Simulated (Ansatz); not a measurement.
F: distorted cells

Computed with DFT PBE, scalar-relativistic, plane waves, PAW in Ansatz.

Plane waves to 420 eV, a k mesh through Γ of 10×10×4 on the computed 4-atom cell and Gaussian smearing (0.02 eV); no spin polarisation.

Reference cell:

```
CELL_PARAMETERS angstrom
2.75000 -1.64000 0.00000
2.75000 1.64000 0.00000
-1.53601 0.00000 7.12002
ATOMIC_POSITIONS crystal
F 0.05040 0.05040 0.09960
F 0.94960 0.94960 0.90040
F 0.50500 0.50500 0.60000
F 0.49500 0.49500 0.40000
```

Each variant moves atoms of this cell by the vectors given, if any (Å), and then applies a symmetric strain (tensor components, Cartesian axes). The reference cell isn't relaxed at this level. Energies are per atom at zero smearing, counted from the lowest variant. Pressure is positive in compression.

1. strain (xx yy zz yz xz xy, %) 1.23 4.32 -6.22 0.00 -5.51 0.00; moves: F1 (0.014, 0.000, 0.110); F2 (-0.014, 0.000, -0.110); F3 (0.269, 0.000, 0.201); F4 (-0.269, 0.000, -0.201)
2. strain (xx yy zz yz xz xy, %) 2.43 -0.12 -4.30 0.00 4.00 0.00; moves: F1 (-0.159, 0.000, 0.114); F2 (0.159, 0.000, -0.114); F3 (0.054, 0.000, -0.062); F4 (-0.054, 0.000, 0.062)
3. strain (xx yy zz yz xz xy, %) 0.94 -0.08 9.43 0.00 -1.48 0.00; moves: F1 (-0.004, 0.000, 0.018); F2 (0.004, 0.000, -0.018); F3 (0.025, 0.000, 0.029); F4 (-0.025, 0.000, -0.029)
4. strain (xx yy zz yz xz xy, %) 5.17 -0.22 -1.45 2.12 0.04 -0.63; moves: F1 (-0.192, -0.252, 0.043); F2 (0.192, 0.252, -0.043); F3 (0.059, 0.131, -0.045); F4 (-0.059, -0.131, 0.045)
5. strain (xx yy zz yz xz xy, %) 1.05 5.30 2.82 0.00 -4.00 0.00; moves: F1 (-0.015, 0.000, -0.011); F2 (0.015, 0.000, 0.011); F3 (-0.059, 0.000, -0.058); F4 (0.059, 0.000, 0.058)
6. strain (xx yy zz yz xz xy, %) 5.42 4.03 3.82 0.58 -0.70 -0.55; moves: F1 (0.012, -0.001, -0.004); F2 (-0.004, -0.016, 0.025); F3 (-0.013, -0.023, -0.010); F4 (0.006, 0.040, -0.011)
7. strain (xx yy zz yz xz xy, %) 5.50 1.04 5.58 2.97 -0.01 1.63; moves: F1 (-0.024, -0.001, 0.023); F2 (0.003, 0.011, -0.069); F3 (0.021, 0.053, 0.011); F4 (0.000, -0.063, 0.035)
8. strain (xx yy zz yz xz xy, %) 4.35 1.47 1.23 0.00 0.78 0.00; moves: F1 (-0.060, 0.000, -0.027); F2 (0.060, 0.000, 0.027); F3 (-0.047, 0.000, 0.026); F4 (0.047, 0.000, -0.026)

```json
{"result": "A", "ΔE (meV/atom)": "137.0", "P (GPa)": "-6.89", "largest force (eV/Å)": "3.59", "gap on mesh (eV)": "1.23"}
{"result": "B", "ΔE (meV/atom)": "45.1", "P (GPa)": "-1.78", "largest force (eV/Å)": "2.68", "gap on mesh (eV)": "1.75"}
{"result": "C", "ΔE (meV/atom)": "37.0", "P (GPa)": "-4.13", "largest force (eV/Å)": "2.40", "gap on mesh (eV)": "1.99"}
{"result": "D", "ΔE (meV/atom)": "263.8", "P (GPa)": "7.76", "largest force (eV/Å)": "10.13", "gap on mesh (eV)": "1.20"}
{"result": "E", "ΔE (meV/atom)": "0.0", "P (GPa)": "-0.76", "largest force (eV/Å)": "0.68", "gap on mesh (eV)": "2.66"}
{"result": "F", "ΔE (meV/atom)": "241.1", "P (GPa)": "-8.99", "largest force (eV/Å)": "3.77", "gap on mesh (eV)": "0.89"}
{"result": "G", "ΔE (meV/atom)": "230.2", "P (GPa)": "-7.37", "largest force (eV/Å)": "3.43", "gap on mesh (eV)": "0.55"}
{"result": "H", "ΔE (meV/atom)": "70.5", "P (GPa)": "-0.63", "largest force (eV/Å)": "2.85", "gap on mesh (eV)": "1.71"}
```

(1) Which variant gave which result?

Each cell of F holds molecules, and where no dispersion correction was added their binding is poorly described.

## Answers

(1) A is 7, B is 8, C is 6, D is 2, E is 5, F is 3, G is 1, H is 4.